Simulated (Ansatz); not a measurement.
# WS2: a single-point run

The task is a single-point run on WS2. The structure is shown as the input types it.

Computed with Ansatz 0.2.0 (density functional or hybrid calculation with the settings of its input, plane waves (as first typed), unless a step's input says otherwise).

### Step 1. The structure to begin with

It takes space group R3m (No. 160, trigonal). Conventional cell: a = 3.172 Å, b = 3.172 Å, c = 18.712 Å, α = 90.00°, β = 90.00°, γ = 120.00°. W (site symmetry 3m) is surrounded by 6 S at 2.41 Å. Around S (site symmetry 3m) lie 3 W at 2.41 Å.

Structure file:

```cif
data_structure
_symmetry_space_group_name_H-M 'R3m:H'
_symmetry_Int_Tables_number 160
_cell_length_a 3.1718
_cell_length_b 3.1718
_cell_length_c 18.7124
_cell_angle_alpha 90.000
_cell_angle_beta 90.000
_cell_angle_gamma 120.000
_cell_volume 163.03
loop_
_atom_site_label
_atom_site_type_symbol
_atom_site_symmetry_multiplicity
_atom_site_Wyckoff_symbol
_atom_site_fract_x
_atom_site_fract_y
_atom_site_fract_z
_atom_site_occupancy
W1 W 3 a 0.66667 0.33333 0.33332 1
S1 S 3 a 0.33333 0.66667 0.08346 1
S2 S 3 a 0.00000 0.00000 0.24988 1
```

### Step 2. Running it

Contents of input.yaml:

```yaml
crystal:
  lattice:
    - [1.5858866948, 0.9156121101, 6.2374697496]
    - [-1.5858866948, 0.9156121101, 6.2374697496]
    - [0.0, -1.8312242203, 6.2374697496]
  atoms:
    - { symbol: W, position: [-1.15685e-05, -1.15685e-05, -1.15685e-05] }
    - { symbol: S, position: [0.4167981689, 0.4167981689, 0.4167981689] }
    - { symbol: S, position: [0.2498800663, 0.2498800663, 0.2498800663] }
kpoints:
  mp_grid: { grid: [6, 6, 6] }
hamiltonian:
  xc: pbe
scf:
  occupations: { method: fixed }
  n_extra_bands: 4
  max_iter: 2
output:
  forces: true
  stress: true
  eigenvalues: true
```

Launch:

```bash
> ansatz run input.yaml --threads 4 --pin off --max-ram 3686MiB --backend cpu --events-out ev --progress --plain --runs-dir out
```

What happens when this is run?

The SCF did not converge in 2 cycles. The density residual dr2 stood at 0.022 eV (threshold 1.0e-7). Its numbers are not properties of the system.

Look at the input: scf.max_iter is 2. The limit on iterations ended the loop before it was done.

Fix: delete scf.max_iter (the default then holds).
